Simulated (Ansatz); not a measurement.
A plane-wave DFT run in Ansatz 0.2.0 (scalar-relativistic PAW potentials unless the input names others): input and command.

```yaml
crystal:
  lattice:
    - [3.9288069991, 3.9288069991, 3.9288069991]
    - [-3.9288069991, 3.9288069991, -3.9288069991]
    - [-3.9288069991, -3.9288069991, 3.9288069991]
  atoms:
    - { symbol: Cu, position: [0.0, -0.2601936622, 0.2601936622] }
    - { symbol: Zn, position: [0.2401913318, 0.7604771672, 0.0071901385] }
    - { symbol: Zn, position: [0.0, 0.4976903971, 0.5023096029] }
    - { symbol: Zn, position: [0.2455097019, 0.4991303689, 0.2476044403] }
    - { symbol: Zn, position: [0.502951849, 0.502860572, 9.1277e-05] }
    - { symbol: Zn, position: [0.0, 0.2468281696, 0.7531718304] }
    - { symbol: Zn, position: [0.2401913318, 0.2330011933, 0.4797141646] }
    - { symbol: Zn, position: [0.4925603804, 0.2479201331, 0.2446402473] }
    - { symbol: Zn, position: [0.7544902981, 0.253620667, 0.0020947383] }
    - { symbol: Zn, position: [0.2455097019, -0.0020947383, 0.746379333] }
    - { symbol: Zn, position: [0.497048151, -9.1277e-05, 0.497139428] }
    - { symbol: Zn, position: [0.7598086682, -0.0071901385, 0.2395228328] }
    - { symbol: Zn, position: [0.5074396196, 0.7553597527, 0.7520798669] }
    - { symbol: Zn, position: [0.7544902981, 0.7523955597, 0.5008696311] }
    - { symbol: Zn, position: [0.7598086682, 0.5202858354, 0.7669988067] }
basis:
  ecutwfc: 420
  xc_grid: 2
kpoints:
  mp_grid: { grid: [4, 4, 4], shift: [0.5, 0.5, 0.5] }
hamiltonian:
  xc: pbe
  pseudopotentials: { kind: nc }
scf:
  occupations: { method: gaussian, width: 0.1 }
  max_iter: 50
output:
  forces: true
  eigenvalues: true
magnetization:
  spin_polarized: true
  spin_orbit: true
```

```bash
ansatz run input.yaml --threads 4 --pin off --max-ram 8192MiB --backend cpu --events-out ev --progress --plain --runs-dir out
```

Q: What is wrong with this input?

A: The program refuses it, because of spin-orbit coupling on scalar files and without noncollinear: true (magnetization: not typed → {"spin_polarized": true, "spin_orbit": true}; hamiltonian.pseudopotentials: not typed → {"kind": "nc"}). Without those keys it is accepted.

Abridged log:
```
Error: 2 input errors — fix all and re-run
  1. inconsistent input (magnetization.spin_orbit, magnetization.noncollinear): true requires noncollinear: true — spin–orbit coupling acts on 2-spinor wavefunctions; set both flags
  2. inconsistent input (magnetization.spin_orbit, hamiltonian.pseudopotentials.kind): true requires a fully-relativistic hamiltonian.pseudopotentials.kind (nc_fr or paw_fr), or kind: all_electron without datasets and azcp, which then solves Dirac's equation on LAPW. paw_fr resolves this project's PAW files (source: ansatz) by j as it reads them
```